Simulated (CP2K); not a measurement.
# NiO (P-6m2) in CP2K: notebook

The runs below take NiO through single point, with PBE.

Everything below comes from runs of CP2K 2026.2. Logs are shortened: lines on timing, memory, paths and dates and some standing lists are left out, and cuts for length are marked.

**1. The crystal as given**

The structure is hexagonal, space group P-6m2 (No. 187). The conventional cell has a = 2.783 Å, b = 2.783 Å, c = 2.716 Å, α = 90.00°, β = 90.00°, γ = 120.00°. Around Ni (site symmetry -6m2) lie 6 O at 2.10 Å. Around O (site symmetry -6m2) lie 6 Ni at 2.10 Å.

Measurements of this composition are mostly on another form, of space group No. 225.

**2. Single point, PBE**

The input, nio_scf.inp:

```
&GLOBAL
  PROJECT nio_scf
  RUN_TYPE ENERGY_FORCE
  PRINT_LEVEL LOW
&END GLOBAL
&FORCE_EVAL
  METHOD QS
  STRESS_TENSOR ANALYTICAL
  &DFT
    BASIS_SET_FILE_NAME BASIS_MOLOPT
    BASIS_SET_FILE_NAME BASIS_MOLOPT_UZH
    POTENTIAL_FILE_NAME GTH_POTENTIALS
    &MGRID
      CUTOFF 600
      REL_CUTOFF 60
      NGRIDS 5
    &END MGRID
    &QS
      METHOD GPW
      EPS_DEFAULT 1.0E-9
    &END QS
    &KPOINTS
      SCHEME MONKHORST-PACK 8 8 8
      GAMMA_CENTERED T
      SYMMETRY T
      SYMMETRY_BACKEND SPGLIB
    &END KPOINTS
    &SCF
      SCF_GUESS ATOMIC
      EPS_SCF 1.0E-6
      MAX_SCF 100
      ADDED_MOS 20
      CHOLESKY OFF
      EPS_EIGVAL 1.0E-7
      &DIAGONALIZATION ON
        ALGORITHM STANDARD
      &END DIAGONALIZATION
      &MIXING ON
        METHOD BROYDEN_MIXING
        ALPHA 0.4
        BETA 1.5
        NBUFFER 8
      &END MIXING
      &SMEAR ON
        METHOD FERMI_DIRAC
        ELECTRONIC_TEMPERATURE [K] 580.226
      &END SMEAR
    &END SCF
    &XC
      &XC_FUNCTIONAL
        &GGA_X_PBE
        &END GGA_X_PBE
        &GGA_C_PBE
        &END GGA_C_PBE
      &END XC_FUNCTIONAL
    &END XC
    &PRINT
      &KPOINTS ON
      &END KPOINTS
      &MULLIKEN ON
      &END MULLIKEN
      &MO ON
        ENERGIES T
        OCCUPATION_NUMBERS T
        &EACH
          QS_SCF 0
        &END EACH
        ADD_LAST NUMERIC
      &END MO
    &END PRINT
  &END DFT
  &SUBSYS
    &CELL
      A 5.5661215800 0.0000000000 0.0000000000
      B -1.3915303900 2.4102013400 0.0000000000
      C 0.0000000000 0.0000000000 2.7161294400
      PERIODIC XYZ
    &END CELL
    &COORD
      SCALED
      Ni  0.0000000000 0.0000000000 0.0000000000
      Ni  0.5000000000 0.0000000000 0.0000000000
      O   0.3333333333 0.3333333333 0.5000000000
      O   0.8333333333 0.3333333333 0.5000000000
    &END COORD
    &KIND Ni
      BASIS_SET DZVP-MOLOPT-SR-GTH-q18
      POTENTIAL GTH-PBE-q18
    &END KIND
    &KIND O
      BASIS_SET DZVP-MOLOPT-PBE-GTH-q6
      POTENTIAL GTH-PBE-q6
      POTENTIAL_FILE_NAME POTENTIAL_UZH
    &END KIND
    &PRINT
      &ATOMIC_COORDINATES ON
      &END ATOMIC_COORDINATES
      &CELL ON
      &END CELL
    &END PRINT
  &END SUBSYS
  &PRINT
    &FORCES ON
    &END FORCES
    &STRESS_TENSOR ON
    &END STRESS_TENSOR
  &END PRINT
&END FORCE_EVAL
```

Potentials or basis: GTH_POTENTIALS Ni GTH-PBE-q18; POTENTIAL_UZH O GTH-PBE-q6; DZVP-MOLOPT-SR-GTH, DZVP-MOLOPT-PBE-GTH basis.

Command:

```bash
> OMP_NUM_THREADS=1 cp2k.psmp -i nio_scf.inp -o nio_scf.out
```

nio_scf.out:

```text

 CP2K| version string:                                       CP2K version 2026.2
 CP2K| Input file name                                               nio_scf.inp

 GLOBAL| Force Environment number                                              1
 GLOBAL| Basis set file name                                        BASIS_MOLOPT
 GLOBAL| Potential file name                                      GTH_POTENTIALS
 GLOBAL| MM Potential file name                                     MM_POTENTIAL
 GLOBAL| Coordinate file name                                      __STD_INPUT__
 GLOBAL| Method name                                                        CP2K
 GLOBAL| Project name                                                    nio_scf
 GLOBAL| Run type                                                   ENERGY_FORCE
 GLOBAL| FFT library                                                       FFTW3
[... 6 lines left out ...]
 GLOBAL| Total number of message passing processes                             1
 GLOBAL| Number of threads for this process                                    1
 GLOBAL| CPU model name                                 Intel(R) Xeon(R) 6975P-C

 CELL| Volume [angstrom^3]:                                            36.438163
 CELL| Vector a [angstrom]:       5.566     0.000     0.000   |a| =     5.566122
 CELL| Vector b [angstrom]:      -1.392     2.410     0.000   |b| =     2.783061
 CELL| Vector c [angstrom]:       0.000     0.000     2.716   |c| =     2.716129
 CELL| Angle (b,c), alpha [degree]:                                    90.000000
 CELL| Angle (a,c), beta  [degree]:                                    90.000000
 CELL| Angle (a,b), gamma [degree]:                                   120.000000
 CELL| Numerically orthorhombic:                                              NO
 CELL| Periodicity                                                           XYZ

 CELL_REF| Volume [angstrom^3]:                                        36.438163
 CELL_REF| Vector a [angstrom     5.566     0.000     0.000   |a| =     5.566122
 CELL_REF| Vector b [angstrom    -1.392     2.410     0.000   |b| =     2.783061
 CELL_REF| Vector c [angstrom     0.000     0.000     2.716   |c| =     2.716129
 CELL_REF| Angle (b,c), alpha [degree]:                                90.000000
 CELL_REF| Angle (a,c), beta  [degree]:                                90.000000
 CELL_REF| Angle (a,b), gamma [degree]:                               120.000000
 CELL_REF| Numerically orthorhombic:                                          NO
 CELL_REF| Periodicity                                                       XYZ
[... 9 lines left out ...]
 TOTAL NUMBERS AND MAXIMUM NUMBERS

  Total number of            - Atomic kinds:                                   2
                             - Atoms:                                          4
                             - Shell sets:                                     4
                             - Shells:                                        26
                             - Primitive Cartesian functions:                 22
                             - Cartesian basis functions:                     90
                             - Spherical basis functions:                     78

  Maximum angular momentum of- Orbital basis functions:                        3
                             - Local part of the GTH pseudopotential:          2
                             - Non-local part of the GTH pseudopotential:      3

 MODULE QUICKSTEP: ATOMIC COORDINATES IN ANGSTROM

   Atom Kind Element         X             Y             Z       Z(eff)     Mass
      1    1 Ni   28      0.000000      0.000000      0.000000  18.0000  58.6934
      2    1 Ni   28      2.783061      0.000000      0.000000  18.0000  58.6934
      3    2 O     8      1.391530      0.803400      1.358065   6.0000  15.9994
      4    2 O     8      4.174591      0.803400      1.358065   6.0000  15.9994

 SCF PARAMETERS         Density guess:                                    ATOMIC
[... 28 lines left out ...]
    11 Broy./Diag. 0.40E+00    4.2     0.00004769      -370.5841519071  5.78E-04
    12 Broy./Diag. 0.40E+00    4.1     0.00001257      -370.5840328529  1.19E-04
    13 Broy./Diag. 0.40E+00    3.7     0.00000982      -370.5840135764  1.93E-05
    14 Broy./Diag. 0.40E+00    4.7     0.00000125      -370.5840459913 -3.24E-05
    15 Broy./Diag. 0.40E+00    4.0     0.00000151      -370.5840389734  7.02E-06
    16 Broy./Diag. 0.40E+00    3.9     0.00000040      -370.5840421726 -3.20E-06

  *** SCF run converged in    16 steps ***

  Electronic density on regular grids:        -47.9999994525        0.0000005475
  Core density on regular grids:               47.9999999901       -0.0000000099
  Total charge density on r-space grids:        0.0000005376
  Total charge density g-space grids:           0.0000005376

  Overlap energy of the core charge distribution:               0.00000000000000
  Self energy of the core charge distribution:               -605.36169242867550
  Core Hamiltonian energy:                                    170.12474899666984
  Hartree energy:                                             105.50644127567971
  Exchange-correlation energy:                                -40.85232142649257
  Electronic entropic energy:                                  -0.00121858976530
  Fermi energy:                                                 0.38707788804010

  Total energy:                                              -370.58404217257140
  Total energy (extrapolated to T->0):                       -370.58343287768878

 MO| EIGENVALUES AND OCCUPATION NUMBERS FOR K POINT 1
 MO|
 MO|  Index      Eigenvalue [a.u.]        Eigenvalue [eV]             Occupation
 MO|      1              -3.494957             -95.102618               2.000000
 MO|      2              -3.494916             -95.101500               2.000000
 MO|      3              -1.906377             -51.875157               2.000000
 MO|      4              -1.906301             -51.873091               2.000000
 MO|      5              -1.899623             -51.691372               2.000000
 MO|      6              -1.899399             -51.685268               2.000000
[... 686 lines left out ...]
 MO|     43               1.746636              47.528369               0.000000
 MO|     44               1.746636              47.528370               0.000000
 MO| Sum:                                                              48.941324
 MO| E(Fermi):            0.387078 a.u.         10.532925 eV

 [... the levels of further k-points ...]

 !-----------------------------------------------------------------------------!
                     Mulliken Population Analysis

 #  Atom  Element  Kind  Atomic population                           Net charge
       1     Ni       1         17.724303                              0.275697
       2     Ni       1         17.724303                              0.275697
       3     O        2          6.275697                             -0.275697
       4     O        2          6.275697                             -0.275697
 # Total charge                             48.000000                  0.000000

 !-----------------------------------------------------------------------------!

 ENERGY| Total FORCE_EVAL ( QS ) energy [hartree]           -370.584045236527174

 FORCES| Atomic forces [hartree/bohr]
 FORCES|   Atom     x               y               z               |f|
 FORCES|      1 -9.35894879E-06 -5.39459504E-06  4.73783849E-15   1.08023876E-05
 FORCES|      2 -9.35945638E-06 -5.39478749E-06  7.52223737E-15   1.08029235E-05
 FORCES|      3  9.14794611E-06  5.49372170E-06  4.17403116E-15   1.06707964E-05
 FORCES|      4  9.14691679E-06  5.49333459E-06  4.23409949E-15   1.06697147E-05
 FORCES| Sum    -4.23542262E-07  1.97673756E-07  2.06682065E-14
 FORCES| Total atomic force                                       4.67400215E-07

 STRESS| Analytical stress tensor [bar]
 STRESS|                        x                   y                   z
 STRESS|      x        1.39161356802E+04  -2.88647278563E+02  -1.61015976796E-09
 STRESS|      y       -2.88647278563E+02   1.41577373993E+04  -3.49094870260E-09
 STRESS|      z       -1.61015976796E-09  -3.49094870260E-09  -1.32720373706E+04
 STRESS| 1/3 Trace                                             4.93394523628E+03
 STRESS| Determinant                                          -2.61376421308E+12

 STRESS| Eigenvectors and eigenvalues of the analytical stress tensor [bar]
 STRESS|                        1                   2                   3
 STRESS| Eigenvalues  -1.32720373706E+04   1.37240306448E+04   1.43498424347E+04
 STRESS|      x           0.000000000000      0.832484627330     -0.554048143449
 STRESS|      y           0.000000000000      0.554048143449      0.832484627330
 STRESS|      z           1.000000000000     -0.000000000000     -0.000000000000
```

It took 82 s on 1 thread of Intel Xeon 6975P-C (Granite Rapids), shared host; peak memory 0.44 GiB.

Results:

* Free energy: -10084.1047 eV
* Pressure: 0.5 GPa
* Band gap on the k mesh: none (metal or under the smearing width)
* Mulliken charges: Ni +0.28; O -0.28 e

Caveat: Mulliken charges move with the basis; the basis of atomic orbitals isn't converged, which shifts pressures, moduli and gaps; the run has no spin polarisation, though such a crystal can be magnetic; semilocal functionals often make such compounds metallic where correlation or magnetic order opens a gap, which also shifts bond lengths.

**3. Single point, PBE, collinear spin, ferrimagnetic start**

nio_scf.inp, as its differences from that of step 2:

```diff
@@ -12,2 +12,4 @@
     POTENTIAL_FILE_NAME GTH_POTENTIALS
+    UKS T
+    MULTIPLICITY 1
     &MGRID
@@ -30,4 +32,4 @@
       EPS_SCF 1.0E-6
-      MAX_SCF 100
-      ADDED_MOS 20
+      MAX_SCF 150
+      ADDED_MOS 20 20
       CHOLESKY OFF
@@ -38,6 +40,6 @@
       &MIXING ON
-        METHOD BROYDEN_MIXING
+        METHOD PULAY_MIXING
         ALPHA 0.4
         BETA 1.5
-        NBUFFER 8
+        NBUFFER 6
       &END MIXING
@@ -49,7 +51,3 @@
     &XC
-      &XC_FUNCTIONAL
-        &GGA_X_PBE
-        &END GGA_X_PBE
-        &GGA_C_PBE
-        &END GGA_C_PBE
+      &XC_FUNCTIONAL PBE
       &END XC_FUNCTIONAL
@@ -80,4 +78,4 @@
       SCALED
-      Ni  0.0000000000 0.0000000000 0.0000000000
-      Ni  0.5000000000 0.0000000000 0.0000000000
+      Ni1 0.0000000000 0.0000000000 0.0000000000
+      Ni2 0.5000000000 0.0000000000 0.0000000000
       O   0.3333333333 0.3333333333 0.5000000000
@@ -85,5 +83,13 @@
     &END COORD
-    &KIND Ni
+    &KIND Ni1
+      ELEMENT Ni
       BASIS_SET DZVP-MOLOPT-SR-GTH-q18
       POTENTIAL GTH-PBE-q18
+      MAGNETIZATION 1.0
+    &END KIND
+    &KIND Ni2
+      ELEMENT Ni
+      BASIS_SET DZVP-MOLOPT-SR-GTH-q18
+      POTENTIAL GTH-PBE-q18
+      MAGNETIZATION -0.5
     &END KIND
```

Potentials or basis: GTH_POTENTIALS Ni GTH-PBE-q18; POTENTIAL_UZH O GTH-PBE-q6; DZVP-MOLOPT-SR-GTH, DZVP-MOLOPT-PBE-GTH basis.

Command:

```bash
> OMP_NUM_THREADS=1 cp2k.psmp -i nio_scf.inp -o nio_scf.out
```

It took 11 min on 1 thread of Intel Xeon 6975P-C (Granite Rapids), shared host; peak memory 0.6 GiB.

It converged, with:

* Free energy: -10084.0965 eV
* Pressure: 1.0 GPa
* Band gap on the k mesh: none (metal or under the smearing width)
* Net moment: -0.97 μB per cell
* Absolute moment: 0.99 μB per cell
* Site moments: Ni -0.38; O -0.11 μB
* Mulliken charges: Ni +0.28; O -0.28 e

Forces on the atoms (eV/Å):
```
Ni  -0.002 -0.001  0.000
Ni  -0.002 -0.001  0.000
O    0.002  0.001  0.000
O    0.002  0.001  0.000
```

Stress tensor (GPa, compression positive):
```
 2.03  0.00  0.00
 0.00  2.02  0.00
 0.00  0.00 -0.91
```

Levels at points of the mesh, in eV from the Fermi level:
Spin up:
```tsv
k point	band 20	band 21	band 22	band 23	band 24	band 25	band 26	band 27	band 28	band 29
(0.00, 0.00, 0.00)	-0.75	-0.75	-0.43	-0.30	0.24	0.24	0.82	1.41	6.44	9.68
(0.00, 0.00, 0.50)	-0.73	-0.42	-0.40	-0.27	0.16	0.16	1.19	5.84	7.54	8.22
(0.00, 0.50, 0.00)	-0.91	-0.43	-0.43	-0.31	-0.31	0.82	0.82	6.44	6.44	9.68
(0.00, 0.50, 0.50)	-0.42	-0.40	-0.40	-0.28	-0.28	1.19	1.19	5.84	5.84	12.16
(0.50, 0.00, 0.00)	-0.83	-0.54	-0.54	-0.07	-0.07	0.14	0.14	4.00	4.00	13.09
(0.50, 0.00, 0.50)	-1.00	-0.46	-0.46	-0.31	-0.31	0.76	0.76	7.14	7.14	10.72
(0.50, 0.50, 0.00)	-1.12	-0.94	-0.94	-0.38	-0.38	0.96	0.96	7.13	7.13	10.94
(0.50, 0.50, 0.50)	-0.55	-0.46	-0.46	-0.02	-0.02	1.25	1.25	6.47	6.47	10.64
```
Spin down:
| k point | band 21 | band 22 | band 23 | band 24 | band 25 | band 26 | band 27 | band 28 |
| --- | --- | --- | --- | --- | --- | --- | --- | --- |
| (0.00, 0.00, 0.00) | -1.30 | -0.77 | -0.73 | -0.13 | -0.13 | 0.39 | 1.30 | 6.36 |
| (0.00, 0.00, 0.50) | -0.85 | -0.79 | -0.70 | -0.28 | -0.27 | 0.72 | 5.71 | 7.40 |
| (0.00, 0.50, 0.00) | -0.77 | -0.77 | -0.73 | -0.73 | 0.39 | 0.39 | 6.36 | 6.36 |
| (0.00, 0.50, 0.50) | -0.78 | -0.78 | -0.70 | -0.70 | 0.72 | 0.72 | 5.71 | 5.71 |
| (0.50, 0.00, 0.00) | -0.91 | -0.91 | -0.46 | -0.46 | -0.33 | -0.33 | 3.86 | 3.86 |
| (0.50, 0.00, 0.50) | -0.80 | -0.80 | -0.75 | -0.75 | 0.31 | 0.31 | 7.00 | 7.00 |
| (0.50, 0.50, 0.00) | -1.31 | -1.31 | -0.76 | -0.76 | 0.51 | 0.51 | 6.99 | 6.99 |
| (0.50, 0.50, 0.50) | -0.77 | -0.77 | -0.42 | -0.42 | 0.76 | 0.76 | 6.34 | 6.34 |

Caveat: Mulliken charges move with the basis; the basis of atomic orbitals isn't converged, which shifts pressures, moduli and gaps; semilocal functionals often make such compounds metallic where correlation or magnetic order opens a gap, which also shifts bond lengths. With open d or f shells a metallic result of PBE can be an artefact of self-interaction; +U or a hybrid may open a gap.

**4. Single point, PBE, collinear spin, zero start**

nio_scf.inp, as its differences from that of step 3:

```diff
@@ -78,4 +78,4 @@
       SCALED
-      Ni1 0.0000000000 0.0000000000 0.0000000000
-      Ni2 0.5000000000 0.0000000000 0.0000000000
+      Ni  0.0000000000 0.0000000000 0.0000000000
+      Ni  0.5000000000 0.0000000000 0.0000000000
       O   0.3333333333 0.3333333333 0.5000000000
@@ -83,13 +83,5 @@
     &END COORD
-    &KIND Ni1
-      ELEMENT Ni
+    &KIND Ni
       BASIS_SET DZVP-MOLOPT-SR-GTH-q18
       POTENTIAL GTH-PBE-q18
-      MAGNETIZATION 1.0
-    &END KIND
-    &KIND Ni2
-      ELEMENT Ni
-      BASIS_SET DZVP-MOLOPT-SR-GTH-q18
-      POTENTIAL GTH-PBE-q18
-      MAGNETIZATION -0.5
     &END KIND
```

Command:

```bash
> OMP_NUM_THREADS=1 cp2k.psmp -i nio_scf.inp -o nio_scf.out
```

Wall time 1.8 min (1 thread of Intel Xeon 6975P-C (Granite Rapids), shared host); peak memory 0.58 GiB.

It converged, with:

```yaml
Free_energy: -10084.1052 eV
Pressure: 0.5 GPa
Band_gap_on_the_k_mesh: none (metal or under the smearing width)
Net_moment: 0.00 μB per cell
Absolute_moment: 0.00 μB per cell
Mulliken_charges: Ni +0.28; O -0.28 e
```

Stress tensor (GPa, compression positive):
```
 1.39 -0.03  0.00
-0.03  1.42  0.00
 0.00  0.00 -1.33
```

Levels at points of the mesh, in eV from the Fermi level:
Spin up:
```
           k point  band 22  band 23  band 24  band 25  band 26  band 27
(0.00, 0.00, 0.00)    -0.58    -0.50     0.05     0.05     0.60     1.34
(0.00, 0.00, 0.50)    -0.52    -0.52    -0.06    -0.06     0.95     5.78
(0.00, 0.50, 0.00)    -0.58    -0.50    -0.50     0.60     0.60     6.40
(0.00, 0.50, 0.50)    -0.52    -0.51    -0.51     0.95     0.95     5.78
(0.50, 0.00, 0.00)    -0.72    -0.26    -0.26    -0.09    -0.09     3.92
(0.50, 0.00, 0.50)    -0.58    -0.54    -0.54     0.53     0.53     7.06
(0.50, 0.50, 0.00)    -1.11    -0.55    -0.55     0.74     0.74     7.05
(0.50, 0.50, 0.50)    -0.59    -0.21    -0.21     1.01     1.01     6.40
```
Spin down:
| k point | band 22 | band 23 | band 24 | band 25 | band 26 | band 27 |
| --- | --- | --- | --- | --- | --- | --- |
| (0.00, 0.00, 0.00) | -0.58 | -0.50 | 0.05 | 0.05 | 0.60 | 1.34 |
| (0.00, 0.00, 0.50) | -0.52 | -0.52 | -0.06 | -0.06 | 0.95 | 5.78 |
| (0.00, 0.50, 0.00) | -0.58 | -0.50 | -0.50 | 0.60 | 0.60 | 6.40 |
| (0.00, 0.50, 0.50) | -0.52 | -0.51 | -0.51 | 0.95 | 0.95 | 5.78 |
| (0.50, 0.00, 0.00) | -0.72 | -0.26 | -0.26 | -0.09 | -0.09 | 3.92 |
| (0.50, 0.00, 0.50) | -0.58 | -0.54 | -0.54 | 0.53 | 0.53 | 7.06 |
| (0.50, 0.50, 0.00) | -1.11 | -0.55 | -0.55 | 0.74 | 0.74 | 7.05 |
| (0.50, 0.50, 0.50) | -0.59 | -0.21 | -0.21 | 1.01 | 1.01 | 6.40 |

Caveat: Mulliken charges move with the basis; the basis of atomic orbitals isn't converged, which shifts pressures, moduli and gaps; semilocal functionals often make such compounds metallic where correlation or magnetic order opens a gap, which also shifts bond lengths. With open d or f shells a metallic result of PBE can be an artefact of self-interaction; +U or a hybrid may open a gap.

**5. Summary**

```tsv
spin	MAX_SCF	MIXING METHOD	NBUFFER	ADDED_MOS	MULTIPLICITY of the start	gap on the mesh (eV)	pressure (GPa)	moment (μB)
off	100	BROYDEN_MIXING	8	[20]	-	none	0.5	-
collinear, ferrimagnetic start	150	PULAY_MIXING	6	[20, 20]	1	none	1.0	0.97
collinear, zero start	150	PULAY_MIXING	6	[20, 20]	1	none	0.5	0.00
```

Alike in all rows: task single point; level PBE; potentials or basis GTH_POTENTIALS Ni GTH-PBE-q18; POTENTIAL_UZH O GTH-PBE-q6; DZVP-MOLOPT-SR-GTH, DZVP-MOLOPT-PBE-GTH basis; cell as given; k mesh 8 × 8 × 8; smearing fermi-dirac 0.05 eV.

Caveats: the basis of atomic orbitals isn't converged, which shifts pressures, moduli and gaps; semilocal functionals often make such compounds metallic where correlation or magnetic order opens a gap, which also shifts bond lengths.

Absolute energies hang on the potentials; compare differences alone.
